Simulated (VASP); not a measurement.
**A VASP 6.6.1 single-point calculation on KI**

INCAR

```
ISIF = 2
NELM = 92
NSW = 0
ENCUT = 520
LREAL = .FALSE.
NBANDS = 15
LWAVE = .FALSE.
EDIFF = 1E-7
SIGMA = 0.02
IBRION = -1
GGA = PE
PREC = Accurate
LASPH = .TRUE.
ISMEAR = -1
LCHARG = .FALSE.
```

KPOINTS

```
KPOINTS created by Atomic Simulation Environment
0
Gamma
2 2 2
0 0 0
```

POSCAR

```
K  I
 1.0000000000000000
     4.3713285459000000    0.0000000000000000    0.0000000000000000
     0.0000000000000000    4.3713285459000000    0.0000000000000000
     0.0000000000000000    0.0000000000000000    4.3713285459000000
 K   I
   1   1
Cartesian
  0.0000000000000000  0.0000000000000000  0.0000000000000000
  2.1856642729500000  2.1856642729500000  2.1856642729500000
```

The recommended PBE PAW datasets give the neutral cell 16 valence electrons.

Command

```
mpirun -np 1 vasp_std
```

OSZICAR

```
N       E                     dE             d eps       ncg     rms          rms(c)
DAV:   1     0.827550123829E+02    0.82755E+02   -0.65661E+03   120   0.902E+02
DAV:   2    -0.329492892350E+00   -0.83085E+02   -0.79309E+02   155   0.209E+02
DAV:   3    -0.503849072754E+01   -0.47090E+01   -0.46936E+01   169   0.426E+01
DAV:   4    -0.523994088637E+01   -0.20145E+00   -0.20133E+00   196   0.853E+00
DAV:   5    -0.524070100335E+01   -0.76012E-03   -0.76011E-03   176   0.555E-01    0.246E+00
DAV:   6    -0.508893682462E+01    0.15176E+00   -0.11990E-01   134   0.184E+00    0.181E+00
DAV:   7    -0.505383207028E+01    0.35105E-01   -0.15219E-01   148   0.195E+00    0.891E-01
DAV:   8    -0.505872516818E+01   -0.48931E-02   -0.16562E-02   120   0.827E-01    0.160E-01
DAV:   9    -0.505872491364E+01    0.25454E-06   -0.11290E-03   155   0.178E-01    0.721E-02
DAV:  10    -0.505885494884E+01   -0.13004E-03   -0.23882E-04   128   0.900E-02    0.104E-02
DAV:  11    -0.505886915269E+01   -0.14204E-04   -0.19388E-05   169   0.287E-02    0.114E-02
DAV:  12    -0.505886903916E+01    0.11353E-06   -0.14193E-06   141   0.848E-03    0.132E-03
DAV:  13    -0.505886937310E+01   -0.33394E-06   -0.85203E-08   152   0.241E-03    0.226E-03
DAV:  14    -0.505886941134E+01   -0.38242E-07   -0.56811E-08   117   0.133E-03
   1 F= -.50588694E+01 E0= -.50588694E+01  d E =-.563762E-11
```

From OUTCAR

```
k-points           NKPTS =      4   k-points in BZ     NKDIM =      4   number of bands    NBANDS=     15

   NELECT =      16.0000    total number of electrons

   dimension x,y,z NGX =    36 NGY =   36 NGZ =   36
   dimension x,y,z NGXF=    72 NGYF=   72 NGZF=   72

  energy-cutoff  :      520.00
  volume of cell :       83.53
      direct lattice vectors                 reciprocal lattice vectors
     4.371328546  0.000000000  0.000000000     0.228763404  0.000000000  0.000000000
     0.000000000  4.371328546  0.000000000     0.000000000  0.228763404  0.000000000
     0.000000000  0.000000000  4.371328546     0.000000000  0.000000000  0.228763404

 k-points in reciprocal lattice and weights: KPOINTS created by Atomic Simulation Env
   0.00000000  0.00000000  0.00000000       0.125
   0.50000000  0.00000000  0.00000000       0.375
   0.50000000  0.50000000  0.00000000       0.375
   0.50000000  0.50000000  0.50000000       0.125

 E-fermi :   1.2009

 k-point     1 :       0.0000    0.0000    0.0000
  band No.  band energies     occupation
      1     -28.9921      2.00000
      2     -12.4412      2.00000
      3     -12.4412      2.00000
      4     -12.4412      2.00000
      5     -10.2800      2.00000
      6       0.3618      2.00000
      7       0.3618      2.00000
      8       0.3618      2.00000
      9       3.8009      0.00000
     10       5.4528      0.00000
     11       5.4528      0.00000
     12       8.8165      0.00000
     13       8.8165      0.00000
     14       8.8165      0.00000
     15      10.8985      0.00000

 k-point     2 :       0.5000    0.0000    0.0000
  band No.  band energies     occupation
      1     -28.9886      2.00000
      2     -12.5551      2.00000
      3     -12.4324      2.00000
      4     -12.4324      2.00000
      5     -10.0420      2.00000
      6      -1.4321      2.00000
      7       0.4394      2.00000
      8       0.4394      2.00000
      9       5.9646      0.00000
     10       6.7548      0.00000
     11       7.3796      0.00000
     12       7.7336      0.00000
     13       9.0535      0.00000
     14       9.0535      0.00000
     15       9.1866      0.00000

 k-point     3 :       0.5000    0.5000    0.0000
  band No.  band energies     occupation
      1     -28.9852      2.00000
      2     -12.5072      2.00000
      3     -12.5072      2.00000
      4     -12.4257      2.00000
      5      -9.9754      2.00000
      6      -0.8946      2.00000
      7      -0.8946      2.00000
      8       0.7018      2.00000
      9       4.5275      0.00000
     10       6.2662      0.00000
     11       7.3413      0.00000
     12       7.3413      0.00000
     13       9.3979      0.00000
     14       9.3979      0.00000
     15       9.7127      0.00000

 k-point     4 :       0.5000    0.5000    0.5000
  band No.  band energies     occupation
      1     -28.9819      2.00000
      2     -12.4936      2.00000
      3     -12.4936      2.00000
      4     -12.4936      2.00000
      5      -9.8262      2.00000
      6      -0.8211      2.00000
      7      -0.8211      2.00000
      8      -0.8211      2.00000
      9       6.1918      0.00000
     10       6.1918      0.00000
     11       6.1918      0.00000
     12       9.1730      0.00000
     13       9.1730      0.00000
     14       9.1730      0.00000
     15       9.3501      0.00000

  Total        0.7095892      0.7095892      0.7095892     -0.0000000      0.0000000     -0.0000000
  in kB       13.6105984     13.6105984     13.6105984     -0.0000000      0.0000000     -0.0000000
  external PRESSURE =      13.6105984 kB  Pullay stress =       0.0000000 kB

 POSITION                                       TOTAL-FORCE (eV/Angst)
 -----------------------------------------------------------------------------------
      0.00000      0.00000      0.00000         0.000000      0.000000      0.000000
      2.18566      2.18566      2.18566         0.000000      0.000000      0.000000
 -----------------------------------------------------------------------------------
    total drift:                               -0.000000      0.000000      0.000000

  FREE ENERGIE OF THE ION-ELECTRON SYSTEM (eV)
  ---------------------------------------------------
  free  energy   TOTEN  =        -5.0588694113 eV

  energy  without entropy=       -5.0588694113  energy(sigma->0) =       -5.05886941
```

It converged. Results: gap between bands v and c on the k mesh 3.10 eV; least direct gap on the k mesh 3.44 eV; pressure 1.4 GPa. Band v is the last that the valence electrons fill when counted band by band, and c is the next.

These settings aren't sound, so the numbers aren't properties of the crystal.

On sound settings PBE gives a gap of 3.20 eV on its mesh and a pressure of -0.2 GPa for the intended cell.

The run took about 9.2 s on one core of a shared host (Intel Xeon Platinum 8488C) and held 0.2 GiB at most.
